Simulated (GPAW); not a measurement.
# SiNi3 (Pm-3m) in GPAW: equation of state

Aim: energy against volume of SiNi3 in PBE, for its equilibrium volume and stiffness.

All numbers are computed with GPAW 26.7.0; they aren't measurements. Logs are shortened: lines on timing, memory, paths and dates and some standing lists are left out, and cuts for length are marked. The log counts tension as positive stress, the text compression.

## Step 1: The structure

The structure is cubic, space group Pm-3m (No. 221). The conventional cell has a = 3.542 Å, b = 3.542 Å, c = 3.542 Å, α = 90.00°, β = 90.00°, γ = 90.00°. Ni (site symmetry 4/mmm) is surrounded by 8 Ni at 2.50 Å and 4 Si at 2.50 Å. Si (site symmetry m-3m) is surrounded by 12 Ni at 2.50 Å.

## Step 2: Equation of state, PBE, collinear spin, ferromagnetic start

The input, run.py:

```python
from ase.eos import EquationOfState
from ase.io import Trajectory, read
from ase.units import GPa
from gpaw import GPAW, PW

atoms = read('POSCAR')
atoms.set_initial_magnetic_moments([1.0, 1.0, 1.0, 0.0])

traj = Trajectory('eos.traj', 'w')
volumes, energies = [], []
for x in [0.94, 0.96, 0.98, 1.0, 1.02, 1.04, 1.06]:
    a = atoms.copy()
    a.set_cell(atoms.cell * x**(1 / 3), scale_atoms=True)
    calc = GPAW(mode=PW(600),
                xc='PBE',
                kpts={'size': (8, 8, 8), 'gamma': True},
                occupations={'name': 'fermi-dirac', 'width': 0.05},
                nbands=45,
                convergence={'density': 1e-05, 'energy': 1e-05},
                maxiter=150,
                txt=f'eos-{x:.2f}.txt')
    a.calc = calc
    energies.append(a.get_potential_energy(force_consistent=True))
    volumes.append(a.get_volume())
    p = -a.get_stress()[:3].mean() / GPa
    calc.write(f'eos-{x:.2f}.gpw')
    traj.write(a)
    print(f'{x:.2f} {volumes[-1]:10.4f} A^3 {energies[-1]:14.6f} eV {p:9.3f} GPa', flush=True)

v0, e0, B = EquationOfState(volumes, energies, eos='birchmurnaghan').fit()
print(f'V0 = {v0:.4f} A^3, E0 = {e0:.6f} eV, B0 = {B / GPa:.2f} GPa')
```

The input, POSCAR:

```
SiNi3
1.0
    3.5420000000      0.0000000000      0.0000000000
    0.0000000000      3.5420000000      0.0000000000
    0.0000000000      0.0000000000      3.5420000000
Ni Si
3 1
Direct
    0.5000000000      0.5000000000      0.0000000000
    0.5000000000      0.0000000000      0.5000000000
    0.0000000000      0.5000000000      0.5000000000
    0.0000000000      0.0000000000      0.0000000000
```

Potentials or basis: GPAW PAW data sets (gpaw-data 1.2.1), pw.

Launch:

```sh
OMP_NUM_THREADS=1 python run.py
```

What it wrote:

```text
__  _  _
 | _ |_)|_||  |
 |__||  | ||/\| - 26.7.0

Input parameters:
  mode=PW(ecut=600.0),
  convergence={'density': 1e-05, 'energy': 1e-05},
  kpts=MonkhorstPack(size=(8, 8, 8), gamma=True),
  maxiter=150,
  nbands=45,
  occupations=Occupations(name='fermi-dirac', width=0.05),
  xc=XC(name='PBE')

Diagonalizing LCAO Hamiltonian
Converting LCAO to pw mode
   .--------.
  /|        |
 * |        |
 |Ni        |
 | .-Ni-----.
 |/   Ni   /
 Si-------*

Atoms  # Å, Bohr magnetons
|   | symbol |        x |        y |        z |    initial magnetic moments |
|---|--------|----------|----------|----------|-----------------------------|
| 0 |     Ni | 1.747065 | 1.747065 | 0.000000 | ( 0.0000,  0.0000,  1.0000) |
| 1 |     Ni | 1.747065 | 0.000000 | 1.747065 | ( 0.0000,  0.0000,  1.0000) |
| 2 |     Ni | 0.000000 | 1.747065 | 1.747065 | ( 0.0000,  0.0000,  1.0000) |
| 3 |     Si | 0.000000 | 0.000000 | 0.000000 | ( 0.0000,  0.0000,  0.0000) |

Unit cell  # Å
| periodic |        x |        y |        z |  lengths |    angles |
|----------|----------|----------|----------|----------|-----------|
|      yes | 3.494129 | 0.000000 | 0.000000 | 3.494129 | 90.000000 |
|      yes | 0.000000 | 3.494129 | 0.000000 | 3.494129 | 90.000000 |
|      yes | 0.000000 | 0.000000 | 3.494129 | 3.494129 | 90.000000 |

Number of symmetries: 48
Symmetry operations  # r_c * U_cc + t_c -> r_c
|    | kind |            matrix            |
|----|------|------------------------------|
|  0 |  E   |  1, 0, 0,  0, 1, 0,  0, 0, 1 |
|  1 |  σ   |  1, 0, 0,  0, 1, 0,  0, 0,-1 |
|  2 |  σ   |  1, 0, 0,  0, 0, 1,  0, 1, 0 |
|  3 |  C4  |  1, 0, 0,  0, 0, 1,  0,-1, 0 |
|  4 |  C4  |  1, 0, 0,  0, 0,-1,  0, 1, 0 |
|  5 |  σ   |  1, 0, 0,  0, 0,-1,  0,-1, 0 |
|  6 |  σ   |  1, 0, 0,  0,-1, 0,  0, 0, 1 |
|  7 |  C2  |  1, 0, 0,  0,-1, 0,  0, 0,-1 |
|  8 |  σ   |  0, 1, 0,  1, 0, 0,  0, 0, 1 |
|  9 |  C2  |  0, 1, 0,  1, 0, 0,  0, 0,-1 |
| 10 |  C3  |  0, 1, 0,  0, 0, 1,  1, 0, 0 |
| 11 |  S6  |  0, 1, 0,  0, 0, 1, -1, 0, 0 |
| 12 |  S6  |  0, 1, 0,  0, 0,-1,  1, 0, 0 |
| 13 |  C3  |  0, 1, 0,  0, 0,-1, -1, 0, 0 |
| 14 |  C4  |  0, 1, 0, -1, 0, 0,  0, 0, 1 |
| 15 |  S4  |  0, 1, 0, -1, 0, 0,  0, 0,-1 |
| 16 |  C3  |  0, 0, 1,  1, 0, 0,  0, 1, 0 |
| 17 |  S6  |  0, 0, 1,  1, 0, 0,  0,-1, 0 |
| 18 |  σ   |  0, 0, 1,  0, 1, 0,  1, 0, 0 |
| 19 |  C4  |  0, 0, 1,  0, 1, 0, -1, 0, 0 |
| 20 |  C2  |  0, 0, 1,  0,-1, 0,  1, 0, 0 |
| 21 |  S4  |  0, 0, 1,  0,-1, 0, -1, 0, 0 |
| 22 |  S6  |  0, 0, 1, -1, 0, 0,  0, 1, 0 |
| 23 |  C3  |  0, 0, 1, -1, 0, 0,  0,-1, 0 |
| 24 |  S6  |  0, 0,-1,  1, 0, 0,  0, 1, 0 |
| 25 |  C3  |  0, 0,-1,  1, 0, 0,  0,-1, 0 |
| 26 |  C4  |  0, 0,-1,  0, 1, 0,  1, 0, 0 |
| 27 |  σ   |  0, 0,-1,  0, 1, 0, -1, 0, 0 |
| 28 |  S4  |  0, 0,-1,  0,-1, 0,  1, 0, 0 |
| 29 |  C2  |  0, 0,-1,  0,-1, 0, -1, 0, 0 |
| 30 |  C3  |  0, 0,-1, -1, 0, 0,  0, 1, 0 |
| 31 |  S6  |  0, 0,-1, -1, 0, 0,  0,-1, 0 |
| 32 |  C4  |  0,-1, 0,  1, 0, 0,  0, 0, 1 |
| 33 |  S4  |  0,-1, 0,  1, 0, 0,  0, 0,-1 |
| 34 |  S6  |  0,-1, 0,  0, 0, 1,  1, 0, 0 |
| 35 |  C3  |  0,-1, 0,  0, 0, 1, -1, 0, 0 |
| 36 |  C3  |  0,-1, 0,  0, 0,-1,  1, 0, 0 |
| 37 |  S6  |  0,-1, 0,  0, 0,-1, -1, 0, 0 |
| 38 |  σ   |  0,-1, 0, -1, 0, 0,  0, 0, 1 |
| 39 |  C2  |  0,-1, 0, -1, 0, 0,  0, 0,-1 |
| 40 |  σ   | -1, 0, 0,  0, 1, 0,  0, 0, 1 |
| 41 |  C2  | -1, 0, 0,  0, 1, 0,  0, 0,-1 |
| 42 |  C2  | -1, 0, 0,  0, 0, 1,  0, 1, 0 |
| 43 |  S4  | -1, 0, 0,  0, 0, 1,  0,-1, 0 |
| 44 |  S4  | -1, 0, 0,  0, 0,-1,  0, 1, 0 |
| 45 |  C2  | -1, 0, 0,  0, 0,-1,  0,-1, 0 |
| 46 |  C2  | -1, 0, 0,  0,-1, 0,  0, 0, 1 |
| 47 |  i   | -1, 0, 0,  0,-1, 0,  0, 0,-1 |

BZ-sampling:
  Number of BZ points: 512
  Number of IBZ points: 35

  Monkhorst-Pack size: [8, 8, 8]
  Monkhorst-Pack shift: [0.0625, 0.0625, 0.0625]

K-points  # in reciprocal-cell coordinates
|     |                                coordinates |     weight |
|-----|--------------------------------------------|------------|
|   0 | (  0.00000000,   0.00000000,   0.00000000) | 0.00195312 |
|   1 | (  0.12500000,   0.00000000,   0.00000000) | 0.01171875 |
|   2 | (  0.12500000,   0.12500000,   0.00000000) | 0.02343750 |
|   3 | (  0.12500000,   0.12500000,   0.12500000) | 0.01562500 |
|   4 | (  0.25000000,   0.00000000,   0.00000000) | 0.01171875 |
|   5 | (  0.25000000,   0.12500000,   0.00000000) | 0.04687500 |
|   6 | (  0.25000000,   0.12500000,   0.12500000) | 0.04687500 |
|   7 | (  0.25000000,   0.25000000,   0.00000000) | 0.02343750 |
|   8 | (  0.25000000,   0.25000000,   0.12500000) | 0.04687500 |
|   9 | (  0.25000000,   0.25000000,   0.25000000) | 0.01562500 |
| ... |                                            |            |
|  34 | (  0.50000000,   0.50000000,   0.50000000) | 0.00195312 |

Plane wave coefficients: 1452
Cutoff: 600.0 eV

Spin-components: 2 (collinear spins)
Bands:           45
Projectors:      23
Spin-degeneracy: 1
Datatype:        complex128

Parallelization:
  kpt:    1
  domain: 1
  band:   1

Density:
  Valence electrons: 52.0
  Components: 2
  Grid points: [20 20 20]
  Charge: 0.0  # |e|

Potential:
  Grid points: [20 20 20]

species:
  Ni:
    name:    Nickel
    Z:       28.0
    valence: 16
    core:    12
    charge:  0.0  # [|e|]
    compensation charges:
      type: gauss
      rc: 0.36  # [Å]
      lmax: 2
    cutoffs:
      filter: 2.14  # [Å]
      core: 1.98  # [Å]
    projectors
    | kind |    occ | energy [eV] | rcut [Å] |
    |------|--------|-------------|----------|
    |   4s |  2.000 |      -5.642 |    1.164 |
    |   3p |  6.000 |     -71.394 |    1.207 |
    |   4p |  0.000 |      -1.226 |    1.207 |
    |   3d |  8.000 |      -8.875 |    1.138 |
    |    s |        |      21.570 |    1.164 |
    |    d |        |      18.337 |    1.138 |

    Using partial waves for Ni as LCAO basis

  Si:
    name:    Silicon
    Z:       14.0
    valence: 4
    core:    10
    charge:  0.0  # [|e|]
    compensation charges:
      type: gauss
      rc: 0.33  # [Å]
      lmax: 2
    cutoffs:
      filter: 1.86  # [Å]
      core: 2.06  # [Å]
    projectors
    | kind |    occ | energy [eV] | rcut [Å] |
    |------|--------|-------------|----------|
    |   3s |  2.000 |     -10.812 |    1.058 |
    |   3p |  2.000 |      -4.081 |    1.058 |
    |    s |        |      16.399 |    1.058 |
    |    p |        |      23.130 |    1.058 |
    |    d |        |       0.000 |    1.058 |

    Using partial waves for Si as LCAO basis

Reference energy: -131990.339592  # eV

eigensolver:
  PPCG
  Converge bands: occupied
  niter=2

density mixing:
  MSR1-Mixer
  Pratt-step length: 0.05
  Maximum mixing coefficient: 0.75
  Old densities: 10
  SVD Regularization: 0.005
  Good broyden scale: 1.0
  Trust region scale: 1.0
  Backstep threshold: 4.0
  History deletion threshold: 6.0
  Fourier metric: weight=20.0, sigma=0.015

occupation numbers:
  Fermi-Dirac:
    width: 0.0500  # eV

poisson solver:
  ecut: 4800.0  # eV

xc functional:
  name: PBE with 2 nearest neighbor stencil

convergence criteria:
- Maximum integral of absolute [dens]ity change: 1e-05 electrons / valence electron
- Maximum [total energy] change in last 3 cyles: 1e-05 eV / valence electron
- Maximum integral of absolute [eigenst]ate change: 4e-08 eV^2 / valence electron
maximum number of iterations: 150

SCF iterations
|iter     | |      energy | eigst |  dens |  magmom |
|---------|-|-------------|-------|-------|---------|
|iter:   1| |  -28.408838 | +0.67 |       |  +3.0033|
|iter:   2| |  -28.537316 | -1.24 | -1.08 |  +2.8847|
|iter:   3| |  -28.703462 | -2.57 | -1.18 |  +2.2611|
|iter:   4| |  -28.894667 | -2.54 | -1.29 |  +1.3007|
|iter:   5| |  -29.007824 | -3.07 | -1.64 |  +0.5231|
|iter:   6| |  -29.028952 | -3.70 | -2.04 |  +0.0425|
|iter:   7| |  -29.031676 | -4.20 | -2.19 |  +0.0813|
|iter:   8| |  -29.031913 | -4.54 | -2.55 |  +0.0317|
|iter:   9| |  -29.031939c| -5.60 | -3.16 |  +0.0064|
|iter:  10| |  -29.031952c| -7.08 | -3.72 |  +0.0024|
|iter:  11| |  -29.031952c| -7.88c| -4.29 |  +0.0017|
|iter:  12| |  -29.031952c| -8.37c| -4.80 |  +0.0007|
|iter:  13| |  -29.031952c| -7.67c| -5.15c|  +0.0001|

Converged in 13 steps
Energy contributions relative to reference atoms: (reference = -131990.339592)

Energy contributions:
  Kinetic:          26.399296
  Coulomb:         -17.881186
  Zero:              0.210222
  External:          0.000000
  Xc:              -37.751102
  Entropy:          -0.018364
  Spinorbit:         0.000000
  ----------------------------
  Free energy:     -29.041134
  Extrapolated:    -29.031952

dipole moment: (-14.702597, -14.702597, -14.702597)  # |e|*Ang

Total magnetic moment: (0.000000, 0.000000, 0.000129)

Local magnetic moments
|        x |        y |        z |
|----------|----------|----------|
| 0.000000 | 0.000000 | 0.000044 |  # Ni   0
| 0.000000 | 0.000000 | 0.000044 |  # Ni   1
| 0.000000 | 0.000000 | 0.000044 |  # Ni   2
| 0.000000 | 0.000000 | 0.000002 |  # Si   3

Fermi level: 9.968
Eigenvalues  # (at kpt = [0.000, 0.000, 0.000])
| band index |      eig [eV] | occ [0-1] |      eig [eV] | occ [0-1] |
|------------|---------------|-----------|---------------|-----------|
|          0 |       -53.776 |     1.000 |       -53.776 |     1.000 |
|        ... |               |           |               |           |
|         17 |         8.359 |     1.000 |         8.359 |     1.000 |
|         18 |         8.359 |     1.000 |         8.359 |     1.000 |
|         19 |         8.921 |     1.000 |         8.921 |     1.000 |
|         20 |         8.921 |     1.000 |         8.921 |     1.000 |
|         21 |         8.921 |     1.000 |         8.921 |     1.000 |
|         22 |         9.317 |     1.000 |         9.317 |     1.000 |
[... 8 lines left out ...]
|         31 |        20.455 |     0.000 |        20.455 |     0.000 |
|         32 |        20.455 |     0.000 |        20.455 |     0.000 |
|        ... |               |           |               |           |
|         44 |        35.500 |     0.000 |        35.500 |     0.000 |

No gap
No difference between direct/indirect transitions

Stress tensor  # eV/Ang^3
|         x |         y |         z |
|-----------|-----------|-----------|
| -0.028707 | -0.000000 |  0.000000 |
| -0.000000 | -0.028707 |  0.000000 |
|  0.000000 |  0.000000 | -0.028707 |

# Writing to eos-0.96.gpw (mode='')
```

Wall time 14 min (1 thread of Arm Neoverse V1, shared host); peak memory 0.49 GiB.

Results:

| Item | Value |
| --- | --- |
| Equilibrium volume | 10.88 Å³/atom |
| Bulk modulus | 217 GPa |
| Pressure derivative of the bulk modulus | 4.8 |

Energy against volume, from the lowest point:
```
volume (Å³/atom)  energy (meV/atom)
          10.443              13.16
          10.665               3.12
          10.887               0.00
          11.109               3.02
          11.331              11.52
          11.554              24.87
          11.776              42.53
```
